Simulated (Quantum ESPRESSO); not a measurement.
# Pb (Fm-3m) in Quantum ESPRESSO: a series of runs

Runs on Pb. Level: PW86PBE. Tasks: band structure, single point, equation of state.

Program: Quantum ESPRESSO 7.5. These are calculated values, not measurements. Logs are shortened: lines on timing, memory, paths and dates and some standing lists are left out, and cuts for length are marked.

### Step 1. The crystal as given

Symmetry: Fm-3m, No. 225, cubic system. The conventional cell has a = 4.950 Å, b = 4.950 Å, c = 4.950 Å, α = 90.00°, β = 90.00°, γ = 90.00°. Around Pb (site symmetry m-3m) lie 12 Pb at 3.50 Å.

### Step 2. Band structure, PW86PBE

Input file pw.in:

```
&CONTROL
  calculation = 'scf'
  prefix = 'pwscf'
  outdir = './tmp'
  pseudo_dir = './pseudo'
  tprnfor = .true.
  tstress = .true.
  disk_io = 'low'
/
&SYSTEM
  ibrav = 0
  nat = 1
  ntyp = 1
  ecutwfc = 56
  nbnd = 13
  input_dft = 'pw86pbe'
  occupations = 'smearing'
  smearing = 'fd'
  degauss = 0.00367493
/
&ELECTRONS
  conv_thr = 2d-10
  electron_maxstep = 120
  mixing_beta = 0.5
/
ATOMIC_SPECIES
Pb   207.2000 Pb.upf
CELL_PARAMETERS bohr
   0.0000000000    4.6771099530    4.6771099530
   4.6771099530    0.0000000000    4.6771099530
   4.6771099530    4.6771099530    0.0000000000
ATOMIC_POSITIONS bohr
Pb     0.0000000000    0.0000000000    0.0000000000
K_POINTS automatic
9 9 9 0 0 0
```

Input file pp_density.in:

```
&INPUTPP
  prefix = 'pwscf'
  outdir = './tmp'
  filplot = 'density.dat'
  plot_num = 0
/
&PLOT
  nfile = 1
  filepp(1) = 'density.dat'
  iflag = 3
  output_format = 6
  fileout = 'density.cube'
/
```

Input file pp_potential.in:

```
&INPUTPP
  prefix = 'pwscf'
  outdir = './tmp'
  filplot = 'potential.dat'
  plot_num = 11
/
&PLOT
  nfile = 1
  filepp(1) = 'potential.dat'
  iflag = 3
  output_format = 6
  fileout = 'potential.cube'
/
```

Input file pp_elf.in:

```
&INPUTPP
  prefix = 'pwscf'
  outdir = './tmp'
  filplot = 'elf.dat'
  plot_num = 8
/
&PLOT
  nfile = 1
  filepp(1) = 'elf.dat'
  iflag = 3
  output_format = 6
  fileout = 'elf.cube'
/
```

Input file bands.in:

```
&CONTROL
  calculation = 'bands'
  prefix = 'pwscf'
  outdir = './tmp'
  pseudo_dir = './pseudo'
  disk_io = 'low'
  verbosity = 'high'
/
&SYSTEM
  ibrav = 0
  nat = 1
  ntyp = 1
  ecutwfc = 56
  nbnd = 13
  input_dft = 'pw86pbe'
  occupations = 'smearing'
  smearing = 'fd'
  degauss = 0.00367493
/
&ELECTRONS
  conv_thr = 1d-08
  electron_maxstep = 120
  mixing_beta = 0.5
  diago_full_acc = .true.
/
ATOMIC_SPECIES
Pb   207.2000 Pb.upf
CELL_PARAMETERS bohr
   0.0000000000    4.6771099530    4.6771099530
   4.6771099530    0.0000000000    4.6771099530
   4.6771099530    4.6771099530    0.0000000000
ATOMIC_POSITIONS bohr
Pb     0.0000000000    0.0000000000    0.0000000000
K_POINTS crystal
60
 0.0000000000  0.0000000000  0.0000000000 1
 0.0625000000  0.0000000000  0.0625000000 1
 0.1250000000  0.0000000000  0.1250000000 1
 0.1875000000  0.0000000000  0.1875000000 1
 0.2500000000  0.0000000000  0.2500000000 1
 0.3125000000  0.0000000000  0.3125000000 1
 0.3750000000  0.0000000000  0.3750000000 1
 0.4375000000  0.0000000000  0.4375000000 1
 0.5000000000  0.0000000000  0.5000000000 1
 0.5000000000  0.0625000000  0.5625000000 1
 0.5000000000  0.1250000000  0.6250000000 1
 0.5000000000  0.1875000000  0.6875000000 1
 0.5000000000  0.2500000000  0.7500000000 1
 0.4375000000  0.3125000000  0.7500000000 1
 0.3750000000  0.3750000000  0.7500000000 1
 0.3375000000  0.3375000000  0.6750000000 1
 0.3000000000  0.3000000000  0.6000000000 1
 0.2625000000  0.2625000000  0.5250000000 1
 0.2250000000  0.2250000000  0.4500000000 1
 0.1875000000  0.1875000000  0.3750000000 1
 0.1500000000  0.1500000000  0.3000000000 1
 0.1125000000  0.1125000000  0.2250000000 1
 0.0750000000  0.0750000000  0.1500000000 1
 0.0375000000  0.0375000000  0.0750000000 1
 0.0000000000  0.0000000000  0.0000000000 1
 0.0625000000  0.0625000000  0.0625000000 1
 0.1250000000  0.1250000000  0.1250000000 1
 0.1875000000  0.1875000000  0.1875000000 1
 0.2500000000  0.2500000000  0.2500000000 1
 0.3125000000  0.3125000000  0.3125000000 1
 0.3750000000  0.3750000000  0.3750000000 1
 0.4375000000  0.4375000000  0.4375000000 1
 0.5000000000  0.5000000000  0.5000000000 1
 0.5250000000  0.4500000000  0.5250000000 1
 0.5500000000  0.4000000000  0.5500000000 1
 0.5750000000  0.3500000000  0.5750000000 1
 0.6000000000  0.3000000000  0.6000000000 1
 0.6250000000  0.2500000000  0.6250000000 1
 0.5833333333  0.2500000000  0.6666666667 1
 0.5416666667  0.2500000000  0.7083333333 1
 0.5000000000  0.2500000000  0.7500000000 1
 0.5000000000  0.2857142857  0.7142857143 1
 0.5000000000  0.3214285714  0.6785714286 1
 0.5000000000  0.3571428571  0.6428571429 1
 0.5000000000  0.3928571429  0.6071428571 1
 0.5000000000  0.4285714286  0.5714285714 1
 0.5000000000  0.4642857143  0.5357142857 1
 0.5000000000  0.5000000000  0.5000000000 1
 0.4821428571  0.4821428571  0.5357142857 1
 0.4642857143  0.4642857143  0.5714285714 1
 0.4464285714  0.4464285714  0.6071428571 1
 0.4285714286  0.4285714286  0.6428571429 1
 0.4107142857  0.4107142857  0.6785714286 1
 0.3928571429  0.3928571429  0.7142857143 1
 0.3750000000  0.3750000000  0.7500000000 1
 0.6250000000  0.2500000000  0.6250000000 1
 0.5937500000  0.1875000000  0.5937500000 1
 0.5625000000  0.1250000000  0.5625000000 1
 0.5312500000  0.0625000000  0.5312500000 1
 0.5000000000  0.0000000000  0.5000000000 1
```

Potentials or basis: PseudoDojo 0.4.1 SR PBE standard.

Launch:

```
> OMP_NUM_THREADS=1 pw.x -in pw.in > pw.out
> OMP_NUM_THREADS=1 pp.x -in pp_density.in > pp_density.out
> OMP_NUM_THREADS=1 pp.x -in pp_potential.in > pp_potential.out
> OMP_NUM_THREADS=1 pp.x -in pp_elf.in > pp_elf.out
> OMP_NUM_THREADS=1 pw.x -in bands.in > bands.out
```

pw.out:

```text
This program is part of the open-source Quantum ESPRESSO suite
     for quantum simulation of materials; please cite
         "P. Giannozzi et al., J. Phys.:Condens. Matter 21 395502 (2009);
         "P. Giannozzi et al., J. Phys.:Condens. Matter 29 465901 (2017);
         "P. Giannozzi et al., J. Chem. Phys. 152 154105 (2020);
     in publications or presentations arising from this work. More details at

     IMPORTANT: XC functional enforced from input :
     Exchange-correlation= PW86PBE
                           (   1   4  21   4   0   0   0)
     Any further DFT definition will be discarded
     Please, verify this is what you really want

     Message from routine setup:
     using ibrav=0 with symmetry is DISCOURAGED, use correct ibrav instead

     G-vector sticks info
     --------------------
     sticks:   dense  smooth     PW     G-vecs:    dense   smooth      PW
     Sum         673     673    211                11575    11575    1989

     Using Slab Decomposition

     bravais-lattice index     =            0
     lattice parameter (alat)  =       6.6144  a.u.
     unit-cell volume          =     204.6269 (a.u.)^3
     number of atoms/cell      =            1
     number of atomic types    =            1
     number of electrons       =        14.00
     number of Kohn-Sham states=           13
     kinetic-energy cutoff     =      56.0000  Ry
     charge density cutoff     =     224.0000  Ry
     scf convergence threshold =      2.0E-10
     mixing beta               =       0.5000
     number of iterations used =            8  plain     mixing
     Exchange-correlation= PW86PBE
                           (   1   4  21   4   0   0   0)

     celldm(1)=   6.614432  celldm(2)=   0.000000  celldm(3)=   0.000000
     celldm(4)=   0.000000  celldm(5)=   0.000000  celldm(6)=   0.000000

     crystal axes: (cart. coord. in units of alat)
               a(1) = (   0.000000   0.707107   0.707107 )
               a(2) = (   0.707107   0.000000   0.707107 )
               a(3) = (   0.707107   0.707107   0.000000 )

     reciprocal axes: (cart. coord. in units 2 pi/alat)
               b(1) = ( -0.707107  0.707107  0.707107 )
               b(2) = (  0.707107 -0.707107  0.707107 )
               b(3) = (  0.707107  0.707107 -0.707107 )

     PseudoPot. # 1 for Pb read from file:
     Pb.upf
     Pseudo is Norm-conserving + core correction, Zval = 14.0
     Generated using ONCVPSP code by D. R. Hamann
     Using radial grid of 1678 points,  6 beta functions with:
                l(1) =   0
                l(2) =   0
                l(3) =   1
                l(4) =   1
                l(5) =   2
                l(6) =   2

     atomic species   valence    mass     pseudopotential
     Pb               14.00   207.20000     Pb( 1.00)

     48 Sym. Ops., with inversion, found

   Cartesian axes

     site n.     atom                  positions (alat units)
         1        Pb     tau(   1) = (   0.0000000   0.0000000   0.0000000  )

     number of k points=    35  Fermi-Dirac smearing, width (Ry)=  0.0037
                       cart. coord. in units 2pi/alat
        k(    1) = (   0.0000000   0.0000000   0.0000000), wk =   0.0027435
        k(    2) = (   0.0785674   0.0785674  -0.0785674), wk =   0.0219479
        k(    3) = (   0.1571348   0.1571348  -0.1571348), wk =   0.0219479
        k(    4) = (   0.2357023   0.2357023  -0.2357023), wk =   0.0219479
        k(    5) = (   0.3142697   0.3142697  -0.3142697), wk =   0.0219479
        k(    6) = (   0.1571348   0.0000000  -0.0000000), wk =   0.0164609
[... 27 lines left out ...]
        k(   34) = (  -0.0000000  -0.4714045   0.6285394), wk =   0.0658436
        k(   35) = (  -0.0785674  -0.3928371   0.7071068), wk =   0.0658436

     Dense  grid:    11575 G-vectors     FFT dimensions: (  32,  32,  32)

     Initial potential from superposition of free atoms

     starting charge      13.9979, renormalised to      14.0000
     Starting wfcs are    9 randomized atomic wfcs +    4 random wfcs

[... 57 lines left out ...]

    -5.6105  -5.6105  -5.6105  -5.4725  -5.4725  -0.2022  18.9236  18.9236
    18.9236  21.7087  22.9703  24.1162  24.1162

          k = 0.0786 0.0786-0.0786 (  1435 PWs)   bands (ev):

    -5.6110  -5.5943  -5.5943  -5.4726  -5.4726   0.0347  16.5924  18.6422
    18.6422  21.2083  23.9929  24.6249  24.6249

          k = 0.1571 0.1571-0.1571 (  1429 PWs)   bands (ev):

    -5.6157  -5.5751  -5.5751  -5.4502  -5.4502   0.7427  13.1438  18.0510
    18.0510  20.7870  23.7165  24.3308  24.3309

          k = 0.2357 0.2357-0.2357 (  1441 PWs)   bands (ev):

    -5.6265  -5.5845  -5.5845  -5.3922  -5.3922   1.8761  10.0407  17.4942
    17.4942  20.6681  22.3642  23.3826  23.3826

          k = 0.3143 0.3143-0.3143 (  1452 PWs)   bands (ev):

    -5.6361  -5.5977  -5.5977  -5.3466  -5.3466   3.1231   7.7850  17.1685
    17.1685  20.8696  21.4253  22.8932  22.8932

          k = 0.1571 0.0000-0.0000 (  1435 PWs)   bands (ev):

    -5.6294  -5.5769  -5.5769  -5.4926  -5.4584   0.1135  17.2532  17.7684
    17.7684  20.7219  23.2921  25.3789  25.6817

          k = 0.2357 0.0786-0.0786 (  1434 PWs)   bands (ev):

    -5.6380  -5.5532  -5.5471  -5.4983  -5.4346   0.6647  14.3124  16.9531
    17.4379  20.8155  22.0461  24.8933  26.3265

          k = 0.3143 0.1571-0.1571 (  1436 PWs)   bands (ev):

    -5.6360  -5.5693  -5.5479  -5.4527  -5.3823   1.6620  11.1537  16.4429
    16.6324  20.2704  22.8987  24.8924  25.1139

          k = 0.3928 0.2357-0.2357 (  1454 PWs)   bands (ev):

    -5.6331  -5.5877  -5.5635  -5.3973  -5.3419   2.9288   8.5952  15.8050
    16.3462  19.9217  22.9462  24.1544  24.7769

          k =-0.2357-0.3928 0.3928 (  1455 PWs)   bands (ev):
[... 79 lines left out ...]
          k = 0.3143 0.1571-0.0000 (  1438 PWs)   bands (ev):

    -5.6444  -5.5586  -5.5083  -5.4934  -5.4016   1.3628  12.9086  14.6399
    17.1862  21.0018  21.2371  24.6314  26.5449

          k = 0.3928 0.2357-0.0786 (  1450 PWs)   bands (ev):

    -5.6282  -5.5807  -5.5133  -5.4426  -5.3701   2.4586  10.4920  13.6972
    16.1659  20.5648  22.7099  24.0009  26.3948

          k =-0.2357-0.3928 0.5500 (  1449 PWs)   bands (ev):

    -5.6143  -5.5969  -5.5104  -5.4178  -5.3499   3.6173   8.4685  13.5037
    15.3905  20.3642  22.5641  26.1412  26.6054

          k = 0.4714 0.1571-0.0000 (  1442 PWs)   bands (ev):

    -5.6882  -5.6035  -5.4611  -5.3883  -5.3609   2.8376  10.9715  13.2681
    14.4300  19.5568  20.4002  25.9743  30.0123

          k =-0.1571-0.4714 0.6285 (  1452 PWs)   bands (ev):

    -5.6586  -5.5916  -5.4734  -5.3977  -5.3396   3.9404   9.5152  12.0256
    13.7667  19.8610  22.5827  24.8790  29.3134

          k =-0.0786-0.3928 0.5500 (  1450 PWs)   bands (ev):

    -5.6343  -5.5478  -5.4811  -5.4442  -5.3463   4.3545   9.0823  11.2114
    14.0376  20.2468  24.0116  25.7811  26.4383

          k = 0.0000-0.3143 0.4714 (  1465 PWs)   bands (ev):

    -5.6075  -5.5776  -5.4986  -5.4071  -5.3919   3.5309  10.0254  11.4463
    14.9538  20.8533  23.5810  23.9037  28.4105

          k =-0.0786-0.5500 0.7071 (  1454 PWs)   bands (ev):

    -5.7173  -5.6469  -5.3962  -5.3559  -5.3165   4.4668   9.1151  12.5378
    12.8792  18.9131  19.9558  27.8227  30.0560

          k =-0.0000-0.4714 0.6285 (  1451 PWs)   bands (ev):

    -5.6723  -5.6014  -5.4331  -5.4065  -5.3178   4.8056   9.2889  10.7989
    13.1012  19.6231  22.3887  26.8172  27.0707

          k =-0.0786-0.3928 0.7071 (  1452 PWs)   bands (ev):

    -5.6022  -5.5887  -5.5090  -5.4201  -5.3172   4.6898   9.7693  10.7155
    12.3776  21.9167  23.1163  24.0963  26.1633

     the Fermi energy is    11.4362 ev

!    total energy              =    -140.86064053 Ry
     estimated scf accuracy    <          1.0E-10 Ry
     smearing contrib. (-TS)   =      -0.00023450 Ry
     internal energy E=F+TS    =    -140.86040603 Ry

     The total energy is F=E-TS. E is the sum of the following terms:
     one-electron contribution =     -29.96002436 Ry
     hartree contribution      =      25.27316260 Ry
     xc contribution           =     -40.10642414 Ry
     ewald contribution        =     -96.06712013 Ry

     convergence has been achieved in   7 iterations

     Forces acting on atoms (cartesian axes, Ry/au):

     atom    1 type  1   force =     0.00000000    0.00000000    0.00000000

     Total force =     0.000000     Total SCF correction =     0.000000

     Computing stress (Cartesian axis) and pressure

          total   stress  (Ry/bohr**3)                   (kbar)     P=       50.13
   0.00034079   0.00000000   0.00000000           50.13        0.00        0.00
   0.00000000   0.00034079   0.00000000            0.00       50.13        0.00
   0.00000000   0.00000000   0.00034079            0.00        0.00       50.13

=------------------------------------------------------------------------------=
   JOB DONE.
=------------------------------------------------------------------------------=
```

Run time: 14 s. Hardware: 1 thread of AMD EPYC 7B13 (Zen 3), shared host; peak memory 0.09 GiB.

What came out:

```yaml
Free_energy: -1916.5066 eV
Pressure: 5.0 GPa
Band_gap_on_the_k_mesh: none (metal or under the smearing width)
```

Levels at the corners of the path, in eV from the Fermi level:
```csv
point,band 3,band 4,band 5,band 6,band 7,band 8,band 9,band 10,band 11,band 12
Γ,-17.05,-16.91,-16.91,-11.64,7.49,7.49,7.49,10.27,11.53,12.68
X,-16.79,-16.74,-16.74,-6.65,-3.11,2.20,2.20,5.58,6.84,19.41
W,-16.99,-16.86,-16.74,-6.55,-1.22,-1.22,0.43,11.01,12.51,12.51
K,-16.85,-16.84,-16.78,-6.74,-2.13,-1.07,3.11,6.69,11.62,16.97
Γ,-17.05,-16.91,-16.91,-11.64,7.49,7.49,7.49,10.27,11.53,12.68
L,-17.04,-16.78,-16.78,-8.05,-4.04,5.69,5.69,9.63,9.70,11.40
U,-16.85,-16.84,-16.78,-6.74,-2.13,-1.07,3.11,6.69,11.62,16.97
W,-16.99,-16.86,-16.74,-6.55,-1.22,-1.22,0.43,11.01,12.51,12.51
L,-17.04,-16.78,-16.78,-8.05,-4.04,5.69,5.69,9.63,9.70,11.40
K,-16.85,-16.84,-16.78,-6.74,-2.13,-1.07,3.11,6.69,11.62,16.97
U,-16.85,-16.84,-16.78,-6.74,-2.13,-1.07,3.11,6.69,11.62,16.97
X,-16.79,-16.74,-16.74,-6.65,-3.11,2.20,2.20,5.58,6.84,19.41
```

Caveat: the potentials were made for another functional, which shifts forces and pressure; spin-orbit coupling is left out, which moves the levels of the heavy elements.

### Step 3. Single point, PW86PBE, 28.50 Å³/atom

pw.in, as its differences from that of step 2:

```diff
@@ -7,3 +7,3 @@
   tstress = .true.
-  disk_io = 'low'
+  disk_io = 'nowf'
 /
@@ -27,7 +27,7 @@
 Pb   207.2000 Pb.upf
-CELL_PARAMETERS bohr
-   0.0000000000    4.6771099530    4.6771099530
-   4.6771099530    0.0000000000    4.6771099530
-   4.6771099530    4.6771099530    0.0000000000
-ATOMIC_POSITIONS bohr
+CELL_PARAMETERS angstrom
+   0.0000000000    2.4244952108    2.4244952108
+   2.4244952108    0.0000000000    2.4244952108
+   2.4244952108    2.4244952108    0.0000000000
+ATOMIC_POSITIONS crystal
 Pb     0.0000000000    0.0000000000    0.0000000000
```

Potentials or basis: PseudoDojo 0.4.1 SR PBE standard.

Launch:

```
> OMP_NUM_THREADS=1 pw.x -in pw.in > pw.out
```

Wall time 6.3 s (1 thread of AMD EPYC 7B13 (Zen 3), shared host); peak memory 0.09 GiB.

Results (log left out):

| Item | Value |
| --- | --- |
| Free energy | -1916.4268 eV |
| Pressure | 9.2 GPa |
| Band gap on the k mesh | none (metal or under the smearing width) |

Caveat: the potentials were made for another functional, which shifts forces and pressure.

(Part 1 of 2 ends here.)
